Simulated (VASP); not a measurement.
# AgCl: restarted molecular dynamics, 2 variants

AgCl, Cmcm (no. 63), 8 atoms in the cell. PBE, molecular dynamics; PAW potentials Ag, Cl (PBE set).

| Restart from | Temperature at the end (K) | The same without a restart (K) | Potential energy at the end (eV/atom) | The same without a restart (eV/atom) | Electronic steps in the first step after the restart | Time (s) |
|---|---|---|---|---|---|---|
| CONTCAR with velocities, WAVECAR read | 1229.0 | 1229.0 | -2.51102 | -2.51102 | 4 | 204 |
| CONTCAR with velocities, no WAVECAR | 1229.0 | 1229.0 | -2.51102 | -2.51102 | 14 | 313 |

Limits: 120 fs of 8 atoms are too short for converged averages; the cell is only 3.7 Å across, so each atom moves in step with near copies of itself.

## Input of the first row

INCAR.step1:
```
  GGA = PE
  PREC = Normal
  ENCUT = 260
  EDIFF = 1E-6
  NELMIN = 4
  NELM = 60
  ALGO = Normal
  LREAL = Auto
  LASPH = True
  ISMEAR = 0
  SIGMA = 0.05
  ISYM = 0
  LWAVE = True
  LCHARG = False
  IBRION = 0
  NSW = 30
  POTIM = 2.0
  TEBEG = 1600
  ISIF = 2
  RANDOM_SEED = 397801 0 0
  MDALGO = 2
  SMASS = 0
  KPAR = 2
```

INCAR.step2, as INCAR.step1 but for:
```
- LWAVE = True
+ LWAVE = False
```

KPOINTS:
```
k-points
0
Gamma
  3 1 3
```

POSCAR.step1:
```
AgCl
1.0
    3.7418194060      0.0000000000      0.0000000000
    0.0000000000     11.1131904716      0.0000000000
    0.0000000000      0.0000000000      3.9240373500
Ag Cl
4 4
Direct
    0.5000000000      0.8965554000      0.2500000000
    0.0000000000      0.6034446000      0.7500000000
    0.0000000000      0.3965554000      0.2500000000
    0.5000000000      0.1034446000      0.7500000000
    0.0000000000      0.8654487300      0.7500000000
    0.5000000000      0.6345512700      0.2500000000
    0.5000000000      0.3654487300      0.7500000000
    0.0000000000      0.1345512700      0.2500000000
```

Commands (each step's output is kept before the next begins):
```
cat potpaw_PBE.64/Ag/POTCAR potpaw_PBE.64/Cl/POTCAR > POTCAR
cp INCAR.step1 INCAR
cp POSCAR.step1 POSCAR
mpirun -np 2 vasp_std > vasp.out
cp CONTCAR POSCAR
cp INCAR.step2 INCAR
mpirun -np 2 vasp_std > vasp.out
```

Changes of the last row against the first:
```
(step 1)
- LWAVE = True
+ LWAVE = False
```

VASP 6.6.1 took 204 s on 2 cores (Intel Xeon Platinum 8259CL @ 2.50GHz (Skylake/Cascade Lake)), a shared host.
